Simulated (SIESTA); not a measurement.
**Pd in SIESTA: convergence with k mesh**

Pd:

```
Pd
1.0
    -1.59918    1.54912    1.62845
     1.60297   -1.50854    1.59166
     1.57790    1.48727   -1.58787
Pd
1
Cartesian
  -0.0415 0.0035 0.0387
```

The cell isn't the ideal one: cell strained at random at fixed volume.

```yaml
Program: SIESTA 5.4.2
Task: single point
Functional: LDA
Potentials_or_basis: PseudoDojo 0.4 standard (LDA files)
Basis: DZP (energy shift 0.003 Ry; two zetas on semicore shells)
Grid_cutoff: 800 Ry
Energy_shift: 0.003 Ry
k_mesh: 3 × 3 × 3
Occupations: fermi-dirac, width 0.05 eV
Spin: no spin polarisation
```

These are the settings of the first run; the series varies k mesh, with any setting tied to it.

Hardware: 1 thread of Arm Neoverse V1, with other jobs on the host.

Question: The values tried are 3 × 3 × 3, 5 × 5 × 5, 7 × 7 × 7, 8 × 8 × 8, 10 × 10 × 10, 12 × 12 × 12, 15 × 15 × 15, loosest first. From which on does the pressure stay within 0.1 GPa of the tightest run that finished?

Answer: From 12 × 12 × 12 on.

```csv
k mesh,"energy less the tightest run, at zero smearing (meV/atom)",pressure (GPa),SCF cycles,CPU time (s),peak memory (GiB)
3 × 3 × 3,801.70,-7.34,10,25,0.21
5 × 5 × 5,147.70,-11.19,9,25,0.21
7 × 7 × 7,-8.67,-13.76,8,25,0.21
8 × 8 × 8,24.79,-13.70,9,28,0.21
10 × 10 × 10,1.46,-13.91,9,33,0.21
12 × 12 × 12,-1.22,-14.09,8,36,0.21
15 × 15 × 15,0.00,-14.05,8,48,0.21
```

Not settled before the last step: the energy (to 1 meV/atom). Meshes of other sizes hit other points, so gaps and Fermi surfaces needn't settle smoothly. The tightest run that finished is the yardstick and may itself not be fully converged.

Caveat, for the tightest run too: the basis of atomic orbitals isn't converged, which shifts pressures, moduli and gaps.
